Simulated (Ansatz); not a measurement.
The cell is COD entry 1540257, as deposited and not checked against the literature; nothing was relaxed. The listed cell was then made from it by scaling, straining or moving an atom.

AlAs: DFT, PBE, all-electron LAPW, scalar-relativistic (Ansatz 0.2.0). What sets it apart from a plain run of this crystal: volume scaled by 0.97.

```yaml
crystal:
  lattice:
    - [0.0, 2.8018081462, 2.8018081462]
    - [2.8018081462, 0.0, 2.8018081462]
    - [2.8018081462, 2.8018081462, 0.0]
  atoms:
    - { symbol: Al, position: [0.0, 0.0, 0.0] }
    - { symbol: As, position: [0.75, 0.75, 0.75] }
kpoints:
  mp_grid: { grid: [11, 11, 11] }
scf:
  occupations: { method: fermi_dirac, width: 0.05 }
hamiltonian:
  xc: pbe
  pseudopotentials: { kind: all_electron, lapw: { basis_error: 0.001 } }
output:
  forces: true
  stress: true
  eigenvalues: true
```

Output (standing set-up lines are left out):

```
LAPW: plane waves up to 8.333 Å⁻¹, error target 1.0e-3 eV per atom; small_component_spin mean_spin; Al in spheres of 1.129 Å, 11 of its electrons in bands, Dirac shells []; As in spheres of 1.298 Å, 23 of its electrons in bands, Dirac shells []
Crystal: 2 atoms, lattice volume = 43.989 Å³
Basis set: ecut = 264.59174419695717 eV, 411 PW (Γ), exchange–correlation at level 2
Space group: F-43m (ITA 216), of the structure as read, at distance tolerance 3.5e-5 Å
iter 1 solved again at ethr=2.61e-3 eV; its pass at ethr=1.00e-1 eV (dr2=8.87e-1 eV) is discarded
SCF iter   1: F=—  HF=-68132.599378 eV  |F-HF|=—  |Δ(HF+E_count)|=         —  Δρ=3.71e-2  dr2=8.88e-1  ethr=2.61e-3  ⟨swp⟩=2.0  Hψ=7717  notcnv=0
preconditioner: auto → none  [insulator: Δε(μ)=1.932 eV  Ē_g=10.326 eV  σ=0.050 eV  W_gap=1.00  n_scr=14 (ndim 8)  ℏωp=15.8 eV  f_vac=0.004  D(μ)=0.00/eV (n_scr^D=0)  ε∞_Penn≈3.4]
iter 2 solved again at ethr=2.28e-4 eV; its pass at ethr=2.61e-3 eV (dr2=7.76e-2 eV) is discarded
SCF iter   2: F=—  HF=-68132.390889 eV  |F-HF|=—  |Δ(HF+E_count)|=   2.08e-1  Δρ=1.36e-2  dr2=7.76e-2  ethr=2.28e-4  ⟨swp⟩=2.0  Hψ=5940  notcnv=0
SCF iter   3: F=—  HF=-68132.384054 eV  |F-HF|=—  |Δ(HF+E_count)|=   6.83e-3  Δρ=4.32e-3  dr2=9.21e-3  ethr=2.28e-4  ⟨swp⟩=2.0  Hψ=3494  notcnv=0
SCF iter   4: F=—  HF=-68132.383148 eV  |F-HF|=—  |Δ(HF+E_count)|=         —  Δρ=7.18e-4  dr2=1.27e-4  ethr=2.71e-5  ⟨swp⟩=2.0  Hψ=3280  notcnv=0
the basis was enlarged: its passes take 265.4 KiB over the memory plan, 1 of 1 planned eigensolver slots
SCF iter   5: F=—  HF=-68132.383050 eV  |F-HF|=—  |Δ(HF+E_count)|=   9.74e-5  Δρ=1.93e-4  dr2=1.19e-5  ethr=3.75e-7  ⟨swp⟩=3.0  Hψ=3404  notcnv=0
SCF iter   6: F=—  HF=-68132.383067 eV  |F-HF|=—  |Δ(HF+E_count)|=   1.70e-5  Δρ=2.99e-5  dr2=2.24e-7  ethr=3.50e-8  ⟨swp⟩=3.0  Hψ=3472  notcnv=0
SCF iter   7: F=-68132.383068 eV  HF=-68132.383068 eV  |F-HF|=2.43e-8  |Δ(HF+E_count)|=   6.16e-7  Δρ=5.58e-6  dr2=1.08e-8  ethr=6.58e-10  ⟨swp⟩=3.0  Hψ=3494  notcnv=0
SCF 1 converged in 7 iterations: F = -68132.383068 eV  dr2 = 1.08e-8
SCF converged after 7 iterations
Free energy (F): -68132.383068 eV
Harris-Foulkes:  -68132.383068 eV  (|F-HF|=2.43e-8)
Internal energy: -68132.383068 eV  (E = F + TS)
E sigma→0 (E₀):  -68132.383068 eV
Fermi energy:    8.452703 eV
--- Per-component energies (eV) ---
  E_band       = -1842.164119
  E_kinetic    = 69522.603513
  E_xc         = -2790.194523
  E_electrostatic = -134864.792057  (all electrons and nuclei)
  E_smearing   = -0.000000  (= −TS)
  E_closure    = 0.000000  (closes the sum)
  E_atoms      = -68123.041837  (free atoms, spherical and without spin; not in F)
  Σ components = -68132.383068   (vs F -68132.383068, Δ=0.00e0)
  Basis errors (estimates in eV, not in F): energy 4.5e-4 per atom: plane waves 4.0e-4 (2.4e-4 summed), levels above the bands 2.2e-56, relativity 1.7e-8, radial functions 4.4e-5, core shells 3.7e-11; eigenvalues (radial functions only) 1.2e-6; not estimated: angular momenta, meshes, grids; target (lapw.basis_error) 1.0e-3; muffin-tin radii Al 1.129 Å, As 1.298 Å
--- Forces (eV/Å), atoms counted from 1 ---
  atom   1  Al    -0.00000000     0.00000000     0.00000000
  atom   2  As     0.00000000    -0.00000000     0.00000000
  max |Σ_I F_I| component: 3.35e-17 eV/Å
--- Stress (GPa, compression-positive) ---
        5.092728       0.000000      -0.000000
        0.000000       5.092728       0.000000
       -0.000000       0.000000       5.092728
  P = ⅓ Tr σ = 5.0927 GPa (50.927 kbar)
--- Band table (eV; the first three rows and the last of 56) ---
  k-point 0: bands = ["-176.2264", "-119.5987", "-119.5987", "-119.5987", "-95.0896", "-56.5520", "-56.5520", "-56.5520", "-26.6571", "-26.6571", "-26.6571", "-26.6455", "-26.6455", "-4.3149", "7.7265", "7.7265", "7.7265", "10.0229", "12.0790", "12.0790", "12.0790"]
  k-point 1: bands = ["-176.2264", "-119.5987", "-119.5987", "-119.5987", "-95.0896", "-56.5520", "-56.5520", "-56.5520", "-26.6570", "-26.6570", "-26.6570", "-26.6455", "-26.6455", "-4.2303", "6.8381", "7.6339", "7.6339", "10.5738", "12.2453", "12.2453", "12.2525"]
  k-point 2: bands = ["-176.2264", "-119.5987", "-119.5987", "-119.5987", "-95.0896", "-56.5521", "-56.5520", "-56.5520", "-26.6570", "-26.6567", "-26.6567", "-26.6454", "-26.6454", "-3.9852", "5.3656", "7.4162", "7.4162", "10.6846", "12.5769", "12.5769", "13.2967"]
  k-point 55: bands = ["-176.2264", "-119.5987", "-119.5987", "-119.5987", "-95.0896", "-56.5522", "-56.5521", "-56.5521", "-26.6569", "-26.6561", "-26.6550", "-26.6457", "-26.6449", "-2.2404", "2.5617", "4.3198", "5.0633", "11.7008", "13.2448", "13.9382", "14.2993"]
```
